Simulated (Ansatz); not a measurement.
## CoSi₂: work and stress of cleavage

Theory: DFT PBEsol, scalar-relativistic, plane waves, PAW in Ansatz 0.2.0. Settings: plane waves to 420 eV, k-mesh 14×14×5 (Γ-centred), Gaussian smearing 0.15 eV. No spin polarisation. A magnetic state may lie lower. Energies are free energies at this smearing, counted from the undisturbed cell; pressure is positive in compression.

Zero of the scan (relaxed at this level):

```
Co Si
1.0
     2.65625   -2.65625    0.00000
     2.65625    0.00000   -2.65625
     5.31251    5.31251    5.31251
Co Si
3 6
Direct
  0.00000 0.00000 0.95835
  0.33333 0.33333 0.62502
  0.66667 0.66667 0.29168
  0.66667 0.66667 0.54168
  0.00000 0.00000 0.20835
  0.33333 0.33333 0.87502
  0.66667 0.66667 0.04168
  0.00000 0.00000 0.70835
  0.33333 0.33333 0.37502
```

The cut lies on the cell's a–b face, a (1 1 1) plane (indices in the standard cell, whose axes needn't be the Cartesian ones shown) of area 12.22 Å², between layers 0.77 Å apart. Vector c is lengthened by d along the normal with the atoms' Cartesian places fixed: one unrelaxed cut a cell. The traction is positive where the two halves pull on each other.

| d (Å) | energy (J/m²) | traction (GPa) |
| --- | --- | --- |
| -0.30 | 0.94 | -72.7 |
| 0.00 | 0.00 | -0.1 |
| 0.25 | 0.36 | 25.4 |
| 0.50 | 1.12 | 33.1 |
| 1.00 | 2.72 | 29.5 |
| 2.00 | 4.79 | 11.9 |
| 3.00 | 5.48 | 3.5 |
| 6.00 | 5.71 | 0.1 |

Q: What are the work of separation and the cleavage stress, and do they fit the universal binding curve?

A: The energy levels off near W ≈ 5.71 J/m² (the traction is down to 0.1 GPa), the energy of the two unrelaxed faces, 2.85 J/m² each on average. The largest sampled traction is 33.1 GPa at d = 0.50 Å, and a parabola through it and its two neighbours peaks at σ_max ≈ 34.7 GPa, d ≈ 0.68 Å. The curve E = W[1 − (1 + d/ℓ)exp(−d/ℓ)] peaks in traction at d = ℓ with σ_max = W/(eℓ); with 1 J/m² per Å = 10 GPa this W and σ_max give ℓ = 0.61 Å. A parabola through that curve at the same three d peaks at 0.67 Å, against 0.68 Å here, a fair fit. Real crystals break at far lower stress, because cracks concentrate it, and on the plane of lowest W, which needn't be this one.

The cut is rigid; relaxing the faces lowers these energies and usually the stresses.

In a metal these slopes depend on the k mesh and the smearing.

Cost: 8 runs of about 9.5 core-minutes in all, on Arm Neoverse V1 (shared hosts).